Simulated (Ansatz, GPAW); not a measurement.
# An Al chain with two N atoms in line: relaxation, then transmission at several levels, part 2 of 4

Aim: the conductance of an Al chain with two N atoms in line after relaxation, and whether geometry, basis or functional moves it most.

GPAW 26.7.0 and Ansatz 0.2.0; Ansatz plane waves; relaxation of the junction with the lead ends held (the session's first sound run).

So far. Step 2 (Relaxing the atoms): The relaxation lowered the energy of the cell by 0.993 eV.

## Step 3: Plane-wave reference (PBE)

A plane-wave run comes first: its basis does not favour the atoms, so it serves as the reference for the orbital bases.

This step: Ansatz plane waves; Landauer transmission by layers, zero bias (Ansatz 0.2.0).

Contents of input.yaml:

```yaml
crystal:
  lattice:
    - [9.0, 0.0, 0.0]
    - [0.0, 9.0, 0.0]
    - [0.0, 0.0, 35.9826]
  atoms:
    - { symbol: Al, position: [0.5, 0.5, 0.0333494522] }
    - { symbol: Al, position: [0.5, 0.5, 0.1000483567] }
    - { symbol: Al, position: [0.5, 0.5, 0.1667472612] }
    - { symbol: Al, position: [0.5, 0.5, 0.2334461656] }
    - { symbol: Al, position: [0.5, 0.5, 0.3001450701] }
    - { symbol: Al, position: [0.4565759972, 0.4110075703, 0.3699090647] }
    - { symbol: Al, position: [0.5213094337, 0.539246663, 0.4351146799] }
    - { symbol: "N", position: [0.4881144729, 0.4764051628, 0.4832931265] }
    - { symbol: "N", position: [0.4881670553, 0.4759660922, 0.5168554961] }
    - { symbol: Al, position: [0.5171712561, 0.5390381721, 0.5651585551] }
    - { symbol: Al, position: [0.4559915059, 0.408749937, 0.6302971052] }
    - { symbol: Al, position: [0.5, 0.5, 0.6998549299] }
    - { symbol: Al, position: [0.5, 0.5, 0.7665538344] }
    - { symbol: Al, position: [0.5, 0.5, 0.8332527388] }
    - { symbol: Al, position: [0.5, 0.5, 0.8999516433] }
    - { symbol: Al, position: [0.5, 0.5, 0.9666505478] }
kpoints:
  mp_grid: { grid: [1, 1, 2] }
hamiltonian:
  xc: pbe
scf:
  occupations: { method: fermi_dirac, width: 0.1 }
output:
  transmission:
    leads: [[0, 1]]
    e_range: [-2, 2]
    de: 0.025
    kmesh: [1, 1]
    reduced_basis: true
  write_potential: true
  write_density: true
  volumetric_format: npy
```

Launch:

```console
ansatz run input.yaml --threads 4 --pin off --max-ram 8192MiB --backend cpu --events-out ev --progress --plain --runs-dir out
```

Numbers of over 12 decimals in the logs are rounded to 6 here.

The log of the run:

```text
[...]
Crystal: 16 atoms, lattice volume = 2914.591 Å³
Basis set: ecut = 420 eV, 56925 PW (Γ)
Bands: 42, of which v1, the nominal top of the filled ones, is band 26 counted from 1 (25 counted from 0)
Symmetry: 1 space group operations
[...]
k-points: 2
[...]
SCF iter   1: F=—  HF=-8266.516542 eV  |F-HF|=—  |Δ(HF+E_count)|=         —  Δρ=4.38e-3  dr2=4.47e0  ethr=1.77e-3  ⟨swp⟩=9.0  Hψ=476  notcnv=0
[...]
SCF iter   8: F=-8266.384353 eV  HF=-8266.384353 eV  |F-HF|=2.80e-8  |Δ(HF+E_count)|=   2.50e-7  Δρ=9.08e-7  dr2=6.42e-8  ethr=1.92e-10  ⟨swp⟩=10.5  Hψ=306  notcnv=0
SCF 1 converged in 8 iterations: F = -8266.384353 eV  dr2 = 6.42e-8
[...]
transmission: 45 of 270 steps passed
transmission: 90 of 270 steps passed
[...]
transmission: 270 of 270 steps passed
WARN: The output density's exchange-correlation potential varies sharply where the density is thin. Do not read a vacuum level from v_tot or v_xc, or from such a field of the output density. On a cell that repeats whose density bears no net charge and no dipole along the vacuum's axis use v_es (v_loc + v_h of the components); under efield.dipole_correction with no amplitude use v_es + v_field, which holds any externa [...]
SCF converged after 8 iterations
Free energy (F): -8266.384353 eV
[...]
Internal energy: -8265.698856 eV  (E = F + TS)
E sigma→0 (E₀):  -8266.041604 eV
Entropy (-TS):   -0.685496 eV (-42.844 meV/atom)
Fermi energy:    -3.033746 eV
[...]
--- Band table (eV) ---
  k-point 0: bands = [... 22 lower, -3.3429, -3.2647, -3.1920, -3.0995, -2.9764, -2.9435, -2.7586, -2.6018, ... 12 higher]
  k-point 1: bands = [... 22 lower, -3.2940, -3.2701, -3.2077, -3.1030, -3.0123, -2.8717, -2.7289, -2.6767, ... 12 higher]
--- Transmission ---
  basis      : 717 plane waves across, 45 finite elements along
  points     : 1, standing for a mesh of 1 x 1
  filling    : by the input's occupations and mesh, since the crystals that have channels conduct as metals do. If one of these is a semiconductor, that mesh has misplaced its level
  energies   : 161 from -2.000000 to 2.000000 eV about the Fermi level, 0.025000 eV apart; the leads are filled to 0.000000 eV, and channels, transmission and decay are at 0.000000 eV
  crystal 0  : Al1, at the sites [0, 1], period 2.4000 Å, over 24.00 Å; its Hamiltonian steps by up to 7.0 meV
    offset         : up to 0.0000 Å between an atom of the period and one for which it stands
    filled         : 14.0 meV over the level at which it is neutral
    channels       : 2.000000e0 a spin
    conductance    : 1.9131e14 S/m² at 300 K; may be off by some 0.0 % by where its bands' edges are placed, 0.0 % from the distance to neutral
  junction   : crystal 0 to crystal 0, 0.70 to 34.28 Å
    transmission   : 1.129936e0 a spin
    error estimate : 4.310203e-4 a spin from the reduction of the transverse basis, at the most 1.261834e-3 at -0.300000 eV
    conductance    : 1.0761e14 S/m² at 300 K (1.0761e14 on every other energy)
    error estimate : 0.0 % from the energy spacing and 0.0 % from band edges of the leads and from resonances (wavevectors taken as independent; lower de), 0.1 % from the reduction of the transverse basis, 2.4 % from the steps of its leads' Hamiltonians or their offsets (lay more layers), 2.4 % from the distance to neutral
    resistance     : 4.0656e-3 Ω µm² beyond half of each lead's own
```

It took 43 s on 4 threads of Intel Xeon Platinum 8375C at 2.90GHz (Ice Lake), shared host; peak memory 2.2 GiB.

The column dr2 measures how far the density is from self-consistency, as an energy; F and HF (Harris–Foulkes) agree once it is small.

This step gave:

| Item | Value |
| --- | --- |
| free energy | -8266.3844 eV |
| lead level | 0 eV from the Fermi level |
| transmission at the Fermi level (one spin) | 1.130 |
| open channels of the lead at the Fermi level (one spin) | 2 |
| step of the potential along the lead | 7 meV |
| offset of the lead | 0 Å |
| filling of the lead less its bulk value, in size | 14 meV |
| conductance | 1.125 G₀ |

One spin. The transmission, zone mean by energy, zero at the Fermi level:

energy (eV), transmission, zone mean and a bar:
```
   -2.000       0.15 ###
   -1.900       0.13 ###
   -1.800       0.10 ##
   -1.700       0.07 #
   -1.600       0.05 #
   -1.500       0.03 #
   -1.400       0.02 
   -1.300       0.01 
   -1.200       0.00 
   -1.100       0.00 
   -1.000       0.00 
   -0.900       0.00 
   -0.800       0.00 
   -0.700       0.00 
   -0.600       0.00 
   -0.500       0.00 
   -0.400       0.00 
   -0.300       0.87 #################
   -0.275       1.13 ######################
   -0.200       0.84 #################
   -0.100       0.92 ##################
    0.000       1.13 ######################
    0.100       1.30 ##########################
    0.200       1.36 ###########################
    0.300       1.31 ##########################
    0.400       1.23 ########################
    0.500       1.19 ########################
    0.600       1.21 ########################
    0.700       1.24 ########################
    0.800       1.27 #########################
    0.900       1.29 #########################
    1.000       1.40 ############################
    1.100       1.46 #############################
    1.200       1.50 ##############################
    1.275       1.51 ##############################
    1.300       1.51 ##############################
    1.400       1.50 ##############################
    1.500       1.46 #############################
    1.600       1.43 ############################
    1.700       1.43 ############################
    1.800       1.44 ############################
    1.900       1.45 #############################
    2.000       1.45 #############################
```

One spin. Table of open channels, zone mean by energy, zero at the Fermi level:

```
energy (eV)  open channels, zone mean
     -2.000                         1
     -1.800                         1
     -1.600                         1
     -1.400                         1
     -1.200                         0
     -1.000                         0
     -0.800                         0
     -0.600                         0
     -0.400                         0
     -0.200                         2
      0.000                         2
      0.200                         2
      0.400                         2
      0.600                         2
      0.800                         2
      1.000                         3
      1.200                         3
      1.400                         3
      1.600                         3
      1.800                         3
      2.000                         3
```

Crystal 0, spin -, k parallel (0, 0); distinct values, listed up to 1.5 1/Å. Im kz of the slowest decaying states against energy, zero at the Fermi level:

```
energy (eV)  decay 1 (Å⁻¹)  decay 2 (Å⁻¹)  decay 3 (Å⁻¹)  decay 4 (Å⁻¹)
     -2.000          0.672          0.672           1.15           1.26
     -1.800          0.628          0.629           1.13           1.24
     -1.600          0.582          0.582           1.10           1.22
     -1.400          0.531          0.532           1.08           1.20
     -1.200         0.0368          0.475          0.476           1.06
     -1.000         0.0791          0.412          0.412           1.03
     -0.800         0.0999          0.337          0.337           1.00
     -0.600          0.112          0.239          0.240          0.978
     -0.400         0.0303         0.0364          0.119          0.951
     -0.200          0.121          0.923           1.06           1.14
      0.000          0.119          0.894           1.03           1.12
      0.200          0.112          0.864           1.01           1.09
      0.400          0.101          0.833          0.980           1.07
      0.600         0.0830          0.801          0.953           1.05
      0.800         0.0523          0.767          0.925           1.02
      1.000          0.732          0.896          0.994           1.08
      1.200          0.695          0.866          0.967           1.06
      1.400          0.656          0.835          0.940           1.03
      1.600          0.615          0.803          0.911           1.00
      1.800          0.570          0.769          0.882          0.977
      2.000          0.521          0.734          0.851          0.950
```

Crystal 0, spin -, k parallel (0, 0). The Re kz of states that move upwards by energy, zero at the Fermi level:

```
energy (eV)  channel 1 (Å⁻¹)  channel 2 (Å⁻¹)  channel 3 (Å⁻¹)
     -2.000             1.13                -                -
     -1.800             1.16                -                -
     -1.600             1.20                -                -
     -1.400             1.24                -                -
     -1.200                -                -                -
     -1.000                -                -                -
     -0.800                -                -                -
     -0.600                -                -                -
     -0.400                -                -                -
     -0.200            0.234            0.235                -
      0.000            0.334            0.334                -
      0.200            0.409            0.410                -
      0.400            0.473            0.474                -
      0.600            0.529            0.530                -
      0.800            0.580            0.580                -
      1.000            -1.26            0.627            0.627
      1.200            -1.22            0.670            0.670
      1.400            -1.19            0.711            0.711
      1.600            -1.16            0.750            0.750
      1.800            -1.13            0.786            0.787
      2.000            -1.11            0.821            0.822
```

The electrostatic potential energy of an electron (with the applied field's), less the Fermi level, planar mean oscillates, so the rows of the table below give means over windows of 2.37 Å about each position, cut where the curve ends. Its first 14 maxima inside the range that stand out by 2 % of the span (Å: eV): 2.4: 3.82, 4.7: 3.82, 7.3: 3.83, 9.6: 3.74, 12.0: 3.68, 14.5: 3.62, 16.7: 3.67, 18.1: 3.58, 19.2: 3.67, 21.5: 3.62, 24.0: 3.68, 26.4: 3.74, 28.7: 3.82, 31.2: 3.82. Its first 14 minima: 1.2: 3.03, 3.6: 3.02, 5.9: 3.03, 8.4: 3.01, 10.8: 2.88, 13.3: 2.86, 15.7: 2.95, 17.5: 3.08, 18.7: 3.08, 20.3: 2.95, 22.7: 2.86, 25.2: 2.89, 27.5: 3.01, 30.1: 3.03.

Electrostatic potential energy of an electron (with the applied field's), less the Fermi level, planar mean against z; means over each step:

z (Å), electrostatic potential energy of an electron (with the applied field's), less the Fermi level, planar mean (eV) and a bar from the least value:
```
     1.19       3.37 #############################
     3.56       3.36 ############################
     5.93       3.37 #############################
     8.29       3.35 ##########################
    10.67       3.23 ########
    13.04       3.19 ##
    15.41       3.25 ##########
    17.77       3.33 #######################
    20.14       3.25 ##########
    22.52       3.18 
    24.89       3.22 #######
    27.25       3.33 ########################
    29.62       3.37 ##############################
    32.00       3.36 #############################
    34.37       3.37 ##############################
```

The valence density, planar mean oscillates, so the rows of the table below give means over windows of 2.37 Å about each position, cut where the curve ends. Its maxima inside the range that stand out by 2 % of the span (Å: e/Å³): 2.4: 0.0176, 4.7: 0.0176, 7.1: 0.0176, 9.5: 0.0176, 11.7: 0.0159, 14.8: 0.0176, 17.3: 0.0600, 18.7: 0.0599, 21.2: 0.0176, 24.3: 0.0160, 26.7: 0.0176, 28.9: 0.0176, 31.2: 0.0176, 33.6: 0.0176. Its first 14 minima: 1.2: 0.0126, 3.6: 0.0126, 5.9: 0.0127, 8.4: 0.0130, 10.8: 0.0128, 13.2: 0.0133, 15.8: 0.0130, 18.1: 0.0433, 20.1: 0.0130, 22.8: 0.0134, 25.2: 0.0128, 27.5: 0.0130, 30.1: 0.0127, 32.4: 0.0126.

The valence density, planar mean by z; means over each step:

```
z (Å)  valence density, planar mean (e/Å³)
 1.19                               0.0154
 3.56                               0.0154
 5.93                               0.0154
 8.29                               0.0156
10.67                               0.0151
13.04                               0.0148
15.41                               0.0159
17.77                               0.0493
20.14                               0.0190
22.52                               0.0152
24.89                               0.0147
27.25                               0.0155
29.62                               0.0154
32.00                               0.0154
34.37                               0.0154
```

T at the Fermi level is 1.13 of 2 open channels a spin.

[end of part 2 of 4]

[Logs are printed without paths, hosts, clocks, repeated set-up lines and the standing remarks that a program may print on its own settings, such as how far it seeks lower states.]

[Hosts, paths, dates, database ids (printed as entryN), source tags and the programs' standing remarks are cut or masked in the printed files.]
